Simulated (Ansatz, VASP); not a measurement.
## One calculation of SrO, two programs

INCAR

```
  ALGO = Normal
  EDIFF = 1E-7
  ENCUT = 520
  GGA = PE
  ISIF = 2
  ISMEAR = -1
  LASPH = True
  LCHARG = False
  LREAL = False
  LWAVE = False
  NBANDS = 24
  NELM = 80
  PREC = Accurate
  SIGMA = 0.05
```

KPOINTS

```
k-points
0
Gamma
  9 9 5
```

File POSCAR:

```
SrO
1.0
    3.5052647967      0.0000000000      0.0000000000
   -1.7526323983      3.0356483609      0.0000000000
    0.0000000000      0.0000000000      6.1332760581
Sr O
2 2
Direct
    0.6666666667      0.3333333333      0.7500000000
    0.3333333333      0.6666666667      0.2500000000
    0.0000000000      0.0000000000      0.5000000000
    0.0000000000      0.0000000000      0.0000000000
```

Contents of input.yaml:

```yaml
crystal:
  lattice:
    - [3.5052647967, 0.0, 0.0]
    - [-1.7526323983, 3.0356483609, 0.0]
    - [0.0, 0.0, 6.1332760581]
  atoms:
    - { symbol: Sr, position: [0.6666666667, 0.3333333333, 0.75] }
    - { symbol: Sr, position: [0.3333333333, 0.6666666667, 0.25] }
    - { symbol: O, position: [0.0, 0.0, 0.5] }
    - { symbol: O, position: [0.0, 0.0, 0.0] }
hamiltonian:
  xc: pbe
  pseudopotentials: { kind: paw }
kpoints:
  mp_grid: { grid: [9, 9, 5] }
scf:
  occupations: { method: fermi_dirac, width: 0.05 }
output:
  forces: true
  stress: true
  eigenvalues: true
```

Change from the starting cell: volume scaled by 0.96.

Alike in both runs: task single point; functional PBE; k mesh 9 × 9 × 5; occupations fermi-dirac, width 0.05 eV; no spin polarisation.

|  | VASP | Ansatz |
| --- | --- | --- |
| version | VASP 6.6.1 | Ansatz 0.2.0 |
| potentials or method | VASP PAW PBE potentials, release 64 (Sr_sv, O) | Ansatz PAW |
| plane-wave cutoff (eV) | 520 | 420 |
| valence electrons in the cell | 32 | 32 |

Ansatz gave:

| Item | Value |
| --- | --- |
| gap on the k mesh at the Fermi level (eV) | 3.14 |
| least direct gap on the mesh (eV) | 3.32 |
| pressure (GPa) | 5.4 |
| largest component of the traceless stress (GPa) | 0.26 |

What did VASP give for the same quantities?

gap on the k mesh at the Fermi level (eV): 3.10; least direct gap on the mesh (eV): 3.32; pressure (GPa): 6.0; largest component of the traceless stress (GPa): 0.26.

Caveats: an odd mesh through Γ misses points on the zone boundary, where band edges often lie (VASP); odd divisions of the mesh miss points on the zone boundary, where band edges often lie, so the gap on the mesh can be too wide (Ansatz); the pressure holds a Pulay correction of +0.4 GPa for the finite cutoff (Ansatz).
